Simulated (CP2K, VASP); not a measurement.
Given: the input of a run of CP2K 2026.2 on Hf. This isn't the form of Hf at room conditions, which is hcp.

Contents of hf_scf.inp:

```
&GLOBAL
  PROJECT hf_scf
  RUN_TYPE ENERGY_FORCE
  PRINT_LEVEL LOW
&END GLOBAL
&FORCE_EVAL
  METHOD QS
  STRESS_TENSOR ANALYTICAL
  &DFT
    BASIS_SET_FILE_NAME BASIS_MOLOPT_UZH
    POTENTIAL_FILE_NAME POTENTIAL_UZH
    &MGRID
      CUTOFF 450
      REL_CUTOFF 60
      NGRIDS 4
    &END MGRID
    &QS
      METHOD GPW
      EPS_DEFAULT 1.0E-10
    &END QS
    &KPOINTS
      SCHEME MONKHORST-PACK 9 9 9
      GAMMA_CENTERED T
      SYMMETRY T
      SYMMETRY_BACKEND SPGLIB
    &END KPOINTS
    &SCF
      SCF_GUESS ATOMIC
      EPS_SCF 1.0E-6
      MAX_SCF 100
      ADDED_MOS 11
      CHOLESKY OFF
      EPS_EIGVAL 1.0E-7
      &DIAGONALIZATION ON
        ALGORITHM STANDARD
      &END DIAGONALIZATION
      &MIXING ON
        METHOD BROYDEN_MIXING
        ALPHA 0.4
        BETA 1.5
        NBUFFER 8
      &END MIXING
      &SMEAR ON
        METHOD FERMI_DIRAC
        ELECTRONIC_TEMPERATURE [K] 580.226
      &END SMEAR
    &END SCF
    &XC
      &XC_FUNCTIONAL
        &GGA_X_PBE
        &END GGA_X_PBE
        &GGA_C_PBE
        &END GGA_C_PBE
      &END XC_FUNCTIONAL
    &END XC
    &PRINT
      &KPOINTS ON
      &END KPOINTS
      &MULLIKEN ON
      &END MULLIKEN
      &MO ON
        ENERGIES T
        OCCUPATION_NUMBERS T
        &EACH
          QS_SCF 0
        &END EACH
        ADD_LAST NUMERIC
      &END MO
      &LOWDIN ON
      &END LOWDIN
      &HIRSHFELD ON
        SHAPE_FUNCTION DENSITY
      &END HIRSHFELD
    &END PRINT
  &END DFT
  &SUBSYS
    &CELL
      A 2.9138100000 0.0000000000 0.0000000000
      B 0.0000000000 2.9138100000 0.0000000000
      C 0.0000000000 0.0000000000 2.9138100000
      PERIODIC XYZ
    &END CELL
    &COORD
      SCALED
      Hf  0.5000000000 0.5000000000 0.5000000000
    &END COORD
    &KIND Hf
      BASIS_SET TZVP-MOLOPT-PBE-GTH-q12
      POTENTIAL GTH-PBE-q12
    &END KIND
    &PRINT
      &ATOMIC_COORDINATES ON
      &END ATOMIC_COORDINATES
      &CELL ON
      &END CELL
    &END PRINT
  &END SUBSYS
  &PRINT
    &FORCES ON
    &END FORCES
    &STRESS_TENSOR ON
    &END STRESS_TENSOR
  &END PRINT
&END FORCE_EVAL
```

Potentials or basis: POTENTIAL_UZH Hf GTH-PBE-q12; TZVP-MOLOPT-PBE-GTH basis.

Launch:

```bash
$ OMP_NUM_THREADS=1 cp2k.psmp -i hf_scf.inp -o hf_scf.out
```

Q: Translate it to VASP 6.6.1. Potentials or basis there: PBE PAW files Hf_pv, 520 eV.

A: As run (cutoffs and basis follow the program's own potentials, and thresholds, step limits or extra output files can differ):

File INCAR:

```
SYSTEM = Hf
ALGO     = Normal         ! electronic algorithm
EDIFF    = 1E-7           ! SCF threshold, eV
ENCUT    = 520            ! plane-wave cutoff, eV
GGA      = PE             ! functional
ISIF     = 2              ! what is computed and relaxed
ISMEAR   = -1             ! smearing method
LASPH    = .True.         ! aspherical terms in the spheres
LCHARG   = .False.        ! write CHGCAR
LREAL    = .False.        ! projectors in reciprocal space
LWAVE    = .False.        ! write WAVECAR
NBANDS   = 11             ! bands
NELM     = 60             ! most SCF steps
PREC     = Accurate       ! precision mode
SIGMA    = 0.05           ! smearing width, eV
```

KPOINTS

```
k-points
0
Gamma
  9 9 9
  0 0 0
```

POSCAR

```
Hf
1.0
    2.9138100000      0.0000000000      0.0000000000
    0.0000000000      2.9138100000      0.0000000000
    0.0000000000      0.0000000000      2.9138100000
Hf
1
Direct
    0.5000000000      0.5000000000      0.5000000000
```

Potentials or basis: VASP PAW PBE potentials, release 64 (Hf_pv).

Run with:

```sh
$ cat potpaw_PBE.64/Hf_pv/POTCAR > POTCAR
$ mpirun -np 1 vasp_std > vasp.out
```

Both were run:

|  | CP2K | VASP |
| --- | --- | --- |
| Pressure | 0.4 GPa | -0.2 GPa |

The potentials hold 12 and 10 valence electrons a cell.

Pressure is positive in compression.
